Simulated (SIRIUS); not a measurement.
# ZrS2 under changes of volume

One of the cells (23.763 Å³/atom); the others are scaled copies at fixed shape and fractional positions:

```
Zr S
1.0
     3.69138    0.00000    0.00000
    -1.84569    3.19683    0.00000
     0.00000    0.00000    6.04108
Zr S
1 2
Direct
  0.00000 0.00000 0.00000
  0.33333 0.66667 0.23791
  0.66667 0.33333 0.76209
```

The cell is a database's computed one.

* Program: SIRIUS 7.10.0
* Functional: PBEsol
* Potentials or basis: PseudoDojo 0.4.1 PBEsol standard (scalar relativistic)
* Cutoff: 915 eV
* Density cutoff: 3659 eV
* k mesh: 8 × 8 × 5
* Occupations: fermi-dirac, width 0.05 eV
* Spin: no spin polarisation

| volume (Å³/atom) | energy over the lowest point (meV/atom) | pressure (GPa) | gap on the mesh (eV) | largest force (eV/Å) |
| --- | --- | --- | --- | --- |
| 22.337 | 7.63 | 3.4 | 0.94 | 0.613 |
| 22.813 | ? | ? | ? | ? |
| 23.288 | 0.00 | -0.7 | 0.97 | 0.090 |
| 23.763 | 4.76 | -2.5 | 0.98 | 0.144 |
| 24.238 | 14.50 | -4.1 | 0.99 | 0.361 |
| 24.714 | 28.71 | -5.5 | 1.00 | 0.563 |
| 25.189 | 46.96 | -6.8 | 1.01 | 0.750 |

Q: What does the run at 22.813 Å³/atom give?

A: Energy over the lowest point 0.76 meV/atom; pressure 1.2 GPa; gap on the mesh 0.95 eV; largest force 0.342 eV/Å.

Worked out: A Birch-Murnaghan fit of order 3 (a polynomial in V^(-2/3)) to the other rows has its minimum at 23.11 Å³/atom with B0 = V·E''(V) = 94 GPa and B' = 4.1 at fixed shape and positions, which overstates the stiffness. It gives 0.75 meV/atom at 22.813 Å³/atom, against the run's 0.76, and -dE/dV = 1.2 GPa, against 1.2. A straight line through the other rows of the gap, of slope 0.572 eV per unit of ln V, gives 0.95 eV, against the run's 0.95.

Energies are extrapolated to zero smearing.

Caveats: an odd mesh through Γ misses points on the zone boundary, where band edges often lie; this functional lacks dispersion, which binds the layers, so the pressure and a relaxed spacing across them are unreliable. Spin-orbit coupling on Zr is left out.
